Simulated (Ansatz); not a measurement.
**Titanium, fcc: r²SCAN0 after r²SCAN**

How do the levels change when part of the exchange is made exact, and what does it cost? Spin polarisation is left out. The cell comes from an earlier r²SCAN relaxation. Exact exchange is dear, so the k-mesh is coarse, and r²SCAN is run on the same mesh for comparison.

Computed with Ansatz 0.2.0 (DFT, plane waves (500 eV) with PBE-made PAW files, scalar-relativistic; functionals as named at each step, unless a step says otherwise).

**1. The system as given**

The structure is cubic, space group Fm-3m (No. 225). Conventional cell: a = 4.113 Å, b = 4.113 Å, c = 4.113 Å, α = 90.00°, β = 90.00°, γ = 90.00°. Around Ti (site symmetry m-3m) lie 12 Ti at 2.91 Å.

As a file:

```xyz
1
Lattice="0.0000 2.0564 2.0564 2.0564 0.0000 2.0564 2.0564 2.0564 0.0000" Properties=species:S:1:pos:R:3 pbc="T T T"
Ti    0.0000    0.0000    0.0000
```

**2. r²SCAN, coarse mesh**

The run with r²SCAN.

input.yaml reads:

```yaml
crystal:
  lattice:
    - [0.0, 2.0563573276, 2.0563573276]
    - [2.0563573276, 0.0, 2.0563573276]
    - [2.0563573276, 2.0563573276, 0.0]
  atoms:
    - { symbol: Ti, position: [0.0, 0.0, 0.0] }
hamiltonian:
  xc: r2scan
  pseudopotentials:
    kind: paw
    azcp:
      Ti: "pseudopotentials/Ti.paw.azcp"
basis:
  ecutwfc: 500
  fft_grid_basis: typed
kpoints:
  mp_grid: { grid: [7, 7, 7], shift: [0, 0, 0] }
magnetization:
  spin_polarized: false
scf:
  occupations: { method: fermi_dirac, width: 0.1 }
```

Run with:

```sh
ansatz run input.yaml --threads 4 --pin off --max-ram 8192MiB --backend cpu --events-out ev --progress --plain --runs-dir out
```

Output:

```text
Warning: RAYON_NUM_THREADS=4 ignored (pool sized by the plan → 4); use --threads N
Engine: ansatz 0.2.0, aarch64-unknown-linux-gnu
Pseudopotentials: kind: paw
Pseudopotential: Ti, paw, valence charge 12, recommended cutoff 500 eV (meta_gga), <dir>
Functional definition: r2SCAN
  parameter k0 = 0.174
  parameter k1 = 0.065
  parameter a1 = 4.9479
  exchange = r2scan_x(k0 = k0, k1 = k1, a1 = a1)
  correlation = r2scan_c
Crystal: 1 atoms, lattice volume = 17.391 Å³
Basis set: ecut = 500 eV, 459 PW (Γ), exchange–correlation on 96×96×96 points (64 copies of the dense FFT grid, shifted against one another)
Bands: 10, of which v1, the nominal top of the filled ones, is band 6 counted from 1 (5 counted from 0)
Symmetry: 48 space group operations
Space group: Fm-3m (ITA 225), of the structure as read, at distance tolerance 2.6e-5 Å
k-points: 20 of 343
Non-local potential: Ti, projectors of the file, l = 0: 3, l = 1: 2, l = 2: 3, l = 3: 1
PAW form: soft (Blöchl's): semilocal exchange-correlation on the pseudo side does not see the compensation charge
PAW frozen core: Ti, regenerated for the run's functional (the file was generated under x = pbe(κ = 0.804, μ = 0.2195149727645171), c = pbe(β = 0.06672455060314922))
PAW one-centre angular grid: Ti, 590 points (default); XC on 160 Gauss nodes
Initial density: superposition of atomic densities (neutral atoms: chi_scale 0, normalization atom), corrected by the library's trained network
Initial wavefunctions: pseudopotential atomic-orbital guess
Functional: x = r2scan, c = r2scan; τ floored in thin density (d = 2e-4 eV/Å³)
SCF iter   1: F=—  HF=-2504.305562 eV  |F-HF|=—  |Δ(HF+E_count)|=         —  Δρ=1.52e-2  dr2=3.68e-2  dr2_τ=7.90e-3  ethr=1.77e-3  ⟨swp⟩=4.5  Hψ=1097  notcnv=0
preconditioner: auto → none  [metal: Δε(μ)=0.024 eV  Ē_g=4.523 eV  σ=0.100 eV  W_gap=0.06  n_scr=0 (ndim 8)  ℏωp=17.8 eV  f_vac=0.000  D(μ)=1.67/eV (n_scr^D=14)]
SCF iter   2: F=—  HF=-2504.323468 eV  |F-HF|=—  |Δ(HF+E_count)|=   1.79e-2  Δρ=4.70e-3  dr2=2.46e-3  dr2_τ=8.21e-4  ethr=3.07e-4  ⟨swp⟩=2.8  Hψ=543  notcnv=0
SCF iter   3: F=—  HF=-2504.323079 eV  |F-HF|=—  |Δ(HF+E_count)|=   3.89e-4  Δρ=1.70e-3  dr2=1.73e-4  dr2_τ=6.93e-5  ethr=2.05e-5  ⟨swp⟩=3.0  Hψ=396  notcnv=0
SCF iter   4: F=—  HF=-2504.323502 eV  |F-HF|=—  |Δ(HF+E_count)|=   4.24e-4  Δρ=1.03e-4  dr2=9.72e-7  dr2_τ=3.63e-7  ethr=1.44e-6  ⟨swp⟩=2.0  Hψ=310  notcnv=0
SCF iter   5: F=—  HF=-2504.323510 eV  |F-HF|=—  |Δ(HF+E_count)|=   7.45e-6  Δρ=2.52e-5  dr2=6.37e-8  dr2_τ=6.92e-9  ethr=8.10e-9  ⟨swp⟩=2.0  Hψ=315  notcnv=0
SCF iter   6: F=-2504.323510 eV  HF=-2504.323510 eV  |F-HF|=4.15e-9  |Δ(HF+E_count)|=   8.06e-8  Δρ=3.99e-6  dr2=1.72e-9  dr2_τ=3.43e-10  ethr=5.31e-10  ⟨swp⟩=1.0  Hψ=600  notcnv=0
SCF 1 converged in 6 iterations: F = -2504.323510 eV  dr2 = 1.72e-9
SCF converged after 6 iterations
Free energy (F): -2504.323510 eV
Harris-Foulkes:  -2504.323510 eV  (|F-HF|=4.15e-9)
Internal energy: -2504.269269 eV  (E = F + TS)
E sigma→0 (E₀):  -2504.296389 eV
Entropy (-TS):   -0.054240 eV (-54.240 meV/atom)
Fermi energy:    13.212550 eV
--- Per-component energies (eV) ---
  E_band       = -170.698251
  E_kinetic    = 272.441908
  E_local      = -810.137453  (includes V_loc(G=0)·N_el)
  E_nonlocal   = 7.346983
  E_hartree    = 331.621061
  E_xc         = -92.766536
  E_vxc        = -132.641202  (∫ρ·V_xc dr)
  E_paw        = -1056.723721  (= ΣΔE_a)
  E_vpaw       = -180.101342  (= ΣTr[D̂ρ^β])
  E_aug_tail   = 0.000090  (compensation charges beyond the density's cutoff)
  E_vtau       = 9.151976  (kinetic-family band-sum trace: ∫τ·v_τ [+ j·A + Jᵃ·Aᵃ] dr)
  E_ewald      = -1155.798144
  E_core_change = -0.253457  (= ΣΔE_core)
  E_smearing   = -0.054240  (= −TS)
  E_closure    = -0.000000  (closes the sum)
  Σ components = -2504.323510   (vs F -2504.323510, Δ=0.00e0)
```

It took 0.35 s on 4 threads of Arm Neoverse V2, shared host; peak memory 0.29 GiB.

(Part 1 of 2 ends here.)
